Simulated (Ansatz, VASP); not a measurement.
## Two plane-wave programs on Zr

```
Zr
1.0
     0.00000    2.28995    2.28995
     2.28995    0.00000    2.28995
     2.28995    2.28995    0.00000
Zr
1
Direct
  0.00000 0.00000 0.00000
```

Alike in both runs: task single point; functional PBEsol; k mesh 14 × 14 × 14; occupations fermi-dirac, width 0.1 eV; no spin polarisation.

|  | VASP | Ansatz |
| --- | --- | --- |
| version | VASP 6.6.1 | Ansatz 0.2.0 |
| potentials or method | VASP PAW PBE potentials, release 64 (Zr_sv) | plane waves (420 eV) with PAW, scalar-relativistic |
| plane-wave cutoff (eV) | 520 | 420 |
| valence electrons in the cell | 12 | 12 |

|  | VASP | Ansatz | Ansatz less VASP |
| --- | --- | --- | --- |
| pressure (GPa) | -6.3 | -6.3 | -0.05 |

Ansatz warned: «pseudo_functional_mismatch».

Caveats: the PAW data sets were made with another functional, which shifts forces and pressure a little (VASP).
